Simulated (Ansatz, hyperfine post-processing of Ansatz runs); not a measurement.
# NaHf2VF11: isotropic lines and sites in a paramagnetic 23Na spectrum

Calculated values: DFT, PBEsol+U, plane-wave PAW, default files (PAW set soft_2), collinear spin, scalar-relativistic (Ansatz), contact and point-dipole shifts scaled to 340 K with Θ = 0 K (a pure Curie law); spin-only moments, above the ordering temperature.

```xyz
15
Lattice="4.5525 -3.3795 0.0000 4.5525 3.3795 0.0000 -3.4034 0.0000 6.9471" Properties=species:S:1:pos:R:3 pbc="T T T"
Hf    1.9168    0.0000    5.3239
Hf    3.7848    0.0000    1.6232
V    -1.7017    0.0000    3.4736
Na    0.0000    0.0000    0.0000
F     5.6126    0.0000    2.4395
F     0.0891    0.0000    4.5077
F     4.5525    1.1464    0.0000
F     4.5525   -1.1464    0.0000
F     3.6175    1.9700    2.1332
F     2.0842    1.9700    4.8139
F     2.0842   -1.9700    4.8139
F     3.6175   -1.9700    2.1332
F     2.8508    0.0000    3.4736
F     3.6522    0.0000    6.1973
F     2.0494    0.0000    0.7499
```

23Na MAS at 11.7 T (131.8 MHz), 60 kHz, 340 K; contact and dipolar shift alone, no orbital or quadrupolar part; lines under 1.5 % of the strongest are left out. NMR lines, with heights relative to the strongest:

| position (ppm) | intensity |
| --- | --- |
| -390.7 | 10 |
| 64.4 | 100 |
| 519.5 | 7.3 |
| 974.6 | 2.0 |

**Question.** Which lines are isotropic ones rather than spinning sidebands, and which Na atoms give them?

Sidebands are spaced by 455 ppm (the spinning rate over the resonance of 131.8 MHz). An isotropic line need not be the tallest: it is the area-weighted centre of its own family of sidebands, and the one that stays put when the rate is changed. Isotropic shifts: 64 ppm for atom 4 (2 V through links of 106° (4)), reduced anisotropy 503 ppm.

[Logs are printed without paths, hosts, clocks, repeated set-up lines and the standing remarks that a program may print on its own settings, such as how far it seeks lower states.]

[Hosts, paths, dates, database ids (printed as entryN), source tags and the programs' standing remarks are cut or masked in the printed files.]
